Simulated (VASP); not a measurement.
Runs of VASP 6.6.1 on C. Symmetry: P6_3/mmc, No. 194, hexagonal system. The conventional cell has a = 2.522 Å, b = 2.522 Å, c = 8.237 Å, α = 90.00°, β = 90.00°, γ = 120.00°. C (site symmetry 3m) is surrounded by 4 C at 1.54 Å. Around C (site symmetry 3m) lie 4 C at 1.54 Å. This is a hexagonal form of diamond, not graphite.

```csv
level,exchange at q = 0,share of exact exchange,screening parameter,gap on the mesh (eV),pressure (GPa),largest force (eV/Å)
HSE03,-,-,-,(a),-6.4,0.34
r2SCAN-EpsX,truncated,0.1719,-,(c),-6.4,(b)
HSE06,-,-,0.2 1/A,5.61,-6.8,0.33
PBE0,truncated,-,-,6.36,-6.9,0.33
```

Alike in all rows: task band structure; potentials or basis VASP PAW PBE potentials, release 64 (C); no spin polarisation; cell as given; k mesh 8 × 8 × 2; cutoff (eV) 520; smearing gaussian 0.02 eV.

Task: Fill in the values left out.

Result: (a) 5.36; (b) 0.35; (c) 5.88.

Caveats: the PAW data sets were made with another functional, which shifts forces and pressure a little.

A k mesh can miss the band edges.
